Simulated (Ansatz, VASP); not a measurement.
## Cs: VASP beside Ansatz

The input INCAR:

```
SYSTEM = Cs
PREC = Accurate ; ENCUT = 520
EDIFF = 1E-6 ; ISMEAR = -1
SIGMA = 0.05 ; LREAL = .False.
LASPH = .True. ; NELM = 80
ALGO = Normal ; ISIF = 2
LWAVE = .False. ; LCHARG = .True.
LELF = .True. ; LVHAR = .True.
NBANDS = 10
```

KPOINTS

```
Automatic mesh
0
Gamma
  9 9 9
  0 0 0
```

POSCAR

```
Cs
1.0
   -2.9620500000      3.0225000000      3.0225000000
    3.0225000000     -2.9620500000      3.0225000000
    3.0225000000      3.0225000000     -2.9620500000
Cs
1
Direct
    0.0000000000      0.0000000000      0.0000000000
```

Input for Ansatz:

```yaml
crystal:
  lattice:
    - [-2.96205, 3.0225, 3.0225]
    - [3.0225, -2.96205, 3.0225]
    - [3.0225, 3.0225, -2.96205]
  atoms:
    - { symbol: Cs, position: [0.0, 0.0, 0.0] }
kpoints:
  mp_grid: { grid: [9, 9, 9] }
  band_path:
    path:
      - [0.0, 0.0, 0.0]
      - [0.0, 0.0, 0.5]
      - [-0.5, 0.5, 0.5]
      - [-0.7448729721, 0.2551270279, 0.2551270279]
      - [0.2551270279, 0.2551270279, 0.2551270279]
      - [0.0, 0.0, 0.0]
      - [-0.5, 0.0, 0.5]
    npoints: 5
scf:
  occupations: { method: fermi_dirac, width: 0.05 }
hamiltonian:
  xc: lda
  pseudopotentials: { kind: all_electron, lapw: { basis_error: 0.001 } }
output:
  forces: true
  stress: true
  eigenvalues: true
```

Change from the starting cell: equal xy, yz and zx shear strains of +2 %.

Alike in both runs: task single point; functional LDA; k mesh 9 × 9 × 9; occupations fermi-dirac, width 0.05 eV; no spin polarisation.

```csv
,VASP,Ansatz
version,VASP 6.6.1,Ansatz 0.2.0
potentials or method,"VASP PAW LDA potentials, release 64 (Cs_sv)","all-electron LAPW, scalar-relativistic"
plane-wave cutoff (eV),520,see its input
```

|  | VASP | Ansatz | Ansatz less VASP |
| --- | --- | --- | --- |
| pressure (GPa) | -0.3 | -0.3 | +0.01 |

Ansatz ran all-electron here, so the differences hold the error of VASP's frozen core and of both bases.

Spin-orbit coupling is left out, which matters for the levels of Cs.
